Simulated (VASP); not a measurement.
Crystal: AgCl (Chlorargyrite).

```
CELL_PARAMETERS angstrom
0.00000 5.47000 5.47000
5.47000 0.00000 5.47000
5.47000 5.47000 0.00000
ATOMIC_POSITIONS crystal
Ag 0.00000 0.00000 0.00000
Ag 0.00000 0.00000 0.50000
Ag 0.00000 0.50000 0.00000
Ag 0.00000 0.50000 0.50000
Ag 0.50000 0.00000 0.00000
Ag 0.50000 0.00000 0.50000
Ag 0.50000 0.50000 0.00000
Ag 0.50000 0.50000 0.50000
Cl 0.25000 0.25000 0.25000
Cl 0.25000 0.25000 0.75000
Cl 0.25000 0.75000 0.25000
Cl 0.25000 0.75000 0.75000
Cl 0.75000 0.25000 0.25000
Cl 0.75000 0.25000 0.75000
Cl 0.75000 0.75000 0.25000
Cl 0.75000 0.75000 0.75000
```

* Program: VASP 6.6.1
* Task: phonon dispersion
* Functional: PBEsol
* Potentials or basis: VASP PAW PBE potentials, release 64 (Ag, Cl)
* Cutoff: 520 eV
* k mesh: 3 × 3 × 3
* Occupations: gaussian, width 0.03 eV
* Spin: no spin polarisation
* Long-range dipole term: yes
* Supercell matrix: [2, 0, 0, 0, 2, 0, 0, 0, 2]
* Further INCAR settings: LREAL = Auto; ALGO = Fast; EDIFF = 1e-07; IBRION = 6; POTIM = 0.015; NSW = 1

**Question.** Is this structure dynamically stable at this level, and how far does the spectrum reach?

**Answer.** Yes, as far as this q mesh shows: no mode on the path is imaginary. The highest frequency is 195 cm⁻¹.

Phonon frequencies at the corners of the path (cm⁻¹, interpolated; i marks imaginary ones):
```csv
point,frequencies
Γ,0 0 0 114 114 173
X,40 40 56 151 151 187
W,49 49 72 135 163 163
K,40 53 70 128 162 171
L,49 49 67 67 102 195
U,40 53 70 128 162 171
```

A q mesh this small can miss soft modes between its points.
